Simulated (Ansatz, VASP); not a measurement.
## HfN: VASP beside Ansatz

```
Hf N
1.0
     3.13391    0.00000    0.00000
    -1.56695    2.71404    0.00000
     0.00000    0.00000    5.41677
Hf N
2 2
Direct
  0.33333 0.66667 0.25000
  0.66667 0.33333 0.75000
  0.00000 0.00000 0.50000
  0.00000 0.00000 0.00000
```

Alike in both runs: functional PBEsol; k mesh 10 × 10 × 5; occupations fermi-dirac, width 0.05 eV; no spin polarisation.

|  | VASP | Ansatz |
| --- | --- | --- |
| version | VASP 6.6.1 | Ansatz 0.2.0 |
| potentials or method | VASP PAW PBE potentials, release 64 (Hf_pv, N), cutoff 520 eV | all-electron LAPW, non-relativistic |
| task | single point | band structure |

|  | VASP | Ansatz | Ansatz less VASP |
| --- | --- | --- | --- |
| gap on the k mesh at the Fermi level (eV) | none | none | - |
| pressure (GPa) | -4.5 | 10.0 | +14.56 |
| largest component of the traceless stress (GPa) | 0.50 | 1.61 | +1.117 |

A gap of «none» marks a metal or a gap that the smearing closes. Ansatz ran all-electron here, so the differences hold the error of VASP's frozen core and of both bases.

Caveats: the PAW data sets were made with another functional, which shifts forces and pressure a little (VASP); relativity is left out, which matters for the heavier elements (Ansatz); spin-orbit coupling is left out, which moves the levels of the heavy elements (Ansatz). Spin-orbit coupling is left out, which matters for the levels of Hf.
